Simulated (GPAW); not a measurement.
# ZnSe (Stilleite): one-shot levels on a semilocal density with r2SCAN

**Measured values to compare with.**

From “Alloy Disordering Effects on the Thermal Conductivity and Energy Gap Temperature Dependence of Cd1−xZnxSe Ternary Crystals Grown by the Bridgman Method”, 2023, pmc:10253836, for a bulk crystal of ZnSe at 300 K: band gap 2.695 ± 0.003 eV (an exciton energy, a little under the gap).

Crystal: ZnSe (Stilleite).

```
Se Zn
1.0
     0.00000    2.83380    2.83380
     2.83380    0.00000    2.83380
     2.83380    2.83380    0.00000
Se Zn
1 1
Direct
  0.75000 0.75000 0.75000
  0.00000 0.00000 0.00000
```

```
Program             : GPAW 26.7.0
Task                : one-shot levels on a semilocal density
Functional          : r2SCAN
Potentials or basis : GPAW PAW data sets (gpaw-data 1.2.1)
Cutoff              : 400 eV
Basis               : pw
k mesh              : 6 × 6 × 6
Occupations         : fermi-dirac, width 0.001 eV
Spin                : no spin polarisation
Maxiter             : 150
Eps inf used        : 6.754
Eps inf from        : RPA with local fields on PBE states, same cell
Exx fractions       : r2SCAN0 0.25, r2SCANh 0.1, r2SCAN50 0.5, r2SCAN-EpsX 0.148
```

```
Band gap on the k mesh : 1.87 eV, direct
```

Levels at points of the mesh, in eV from the valence-band top:
```
           k point  band 5  band 6  band 7  band 8  band 9  band 10  band 11  band 12  band 13  band 14
(0.00, 0.00, 0.00)   -6.24   -6.24    0.00    0.00    0.00     1.87     6.31     6.31     6.31    10.60
(0.50, 0.50, 0.00)   -6.18   -6.05   -4.79   -2.24   -2.24     3.34     3.87    11.50    12.07    12.07
(0.50, 0.50, 0.50)   -6.22   -6.08   -5.31   -0.89   -0.89     3.05     6.87     6.87     9.07    11.70
```

Band gaps from one-shot exact exchange on these states (eV): r2scan0 3.37, r2scanh 2.47, r2scan50 4.88, r2scan_epsx 2.76

Run time: 5.6 min on 1 thread of Arm Neoverse V1 (shared host), peak memory 0.51 GiB.

Measured gap of ZnSe: 2.695 eV (an exciton energy, a little under the gap; 300 K; “Alloy Disordering Effects on the Thermal Conductivity and Energy Gap Temperature Dependence of Cd1−xZnxSe Ternary Crystals Grown by the Bridgman Method”, 2023, pmc:10253836). This calculation gives 1.87 eV (-0.83 eV). Spin-orbit coupling on Se is left out. The value is that of r2SCAN, without temperature or zero-point motion.

Caveat: energy and the plain gap are those of the semilocal run; the hybrids' values are one shot on its orbitals and mesh.
